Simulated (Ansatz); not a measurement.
SnO2 in the anatase structure was relaxed with 4 functionals in Ansatz, cell and atoms free, the symmetry of the start kept (meshes: PBE 8×8×8, r2SCAN 8×8×8, PBEsol 8×8×8, LDA 8×8×8). (Calculated; spin-unpolarised; the phase may be known or hypothetical.)

The PBEsol result:
```cif
data_structure
_symmetry_space_group_name_H-M 'P 1'
_symmetry_Int_Tables_number 1
_cell_length_a 5.8572
_cell_length_b 5.8572
_cell_length_c 5.8572
_cell_angle_alpha 139.947
_cell_angle_beta 139.947
_cell_angle_gamma 57.934
_cell_volume 82.47
loop_
_atom_site_label
_atom_site_type_symbol
_atom_site_fract_x
_atom_site_fract_y
_atom_site_fract_z
_atom_site_occupancy
Sn1 Sn 0.75000 0.25000 0.50000 1
Sn2 Sn 0.00000 0.00000 0.00000 1
O1 O 0.54709 0.04709 0.50000 1
O2 O 0.79709 0.79709 0.00000 1
O3 O 0.20291 0.20291 0.00000 1
O4 O 0.95291 0.45291 0.50000 1
```

It is tetragonal, I4_1/amd (No. 141); conventional cell a = 4.012 Å, c = 10.249 Å, 13.74 Å³ an atom. Around Sn lie 6 O at 2.06–2.08 Å; around O lie 3 Sn at 2.06–2.08 Å.

Problem. Order the functionals by the relaxed volume, smallest first.
A. PBEsol
B. LDA
C. r2SCAN
D. PBE

Solution. B (13.38 Å³/atom), C (13.60 Å³/atom), A (13.74 Å³/atom), D (14.18 Å³/atom).

Problem. How does the cell change with r2SCAN?

Solution. a = 3.999 Å, c = 10.203 Å; the volume differs by -1.1 % from PBEsol's. Sn is surrounded by 6 O at 2.05–2.08 Å; O is surrounded by 3 Sn at 2.05–2.08 Å.

Problem. How does the cell change with LDA?

Solution. a = 3.972 Å, c = 10.179 Å; the volume differs by -2.6 % from PBEsol's. Sn has 6 O at 2.04–2.07 Å; O has 3 Sn at 2.04–2.07 Å.

Problem. Held at the r2SCAN cell, what mean stress does LDA find, and does its sign point to its own minimum?

Solution. Yes. LDA -3.07 GPa, and its relaxed volume is -1.6 % from r2SCAN's. Compression counts positive, so a positive stress asks for a larger cell.
